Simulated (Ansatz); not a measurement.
Sb:

```xyz
1
Lattice="3.1600 0.0000 0.0000 0.0000 3.1600 0.0000 0.0000 0.0000 3.1600" Properties=species:S:1:pos:R:3 pbc="T T T"
Sb    0.0000    0.0000    0.0000
```

This isn't the form of Sb at room conditions, which is rhombohedral.

- Program: Ansatz 0.2.0
- Task: single point
- Functional: PBE
- Potentials or basis: all-electron LAPW, scalar-relativistic
- Cutoff: 184 eV (chosen from the basis error)
- Basis error allowed: 0.001 eV/atom
- k mesh: 8 × 8 × 8
- Occupations: fermi-dirac, width 0.05 eV
- Spin: no spin polarisation

On this cell: pressure -2.2 GPa; band gap on the k mesh none (metal or under the smearing width).

The same run follows on a disturbed copy (cell strained at random at fixed volume):

```
CELL_PARAMETERS angstrom
3.18307 -0.00916 -0.07927
-0.00916 3.13721 -0.05653
-0.07927 -0.05653 3.16292
ATOMIC_POSITIONS crystal
Sb 0.00350 0.00307 0.97826
```

Task: What does the disturbed cell give?

Result: The energy (extrapolated to zero smearing) moves by +1.5 meV/atom; pressure -2.3 GPa; band gap on the k mesh none (metal or under the smearing width).

Stress tensor (GPa, compression positive):
```
-3.07 -0.11  0.50
-0.11 -1.30  0.08
 0.50  0.08 -2.58
```
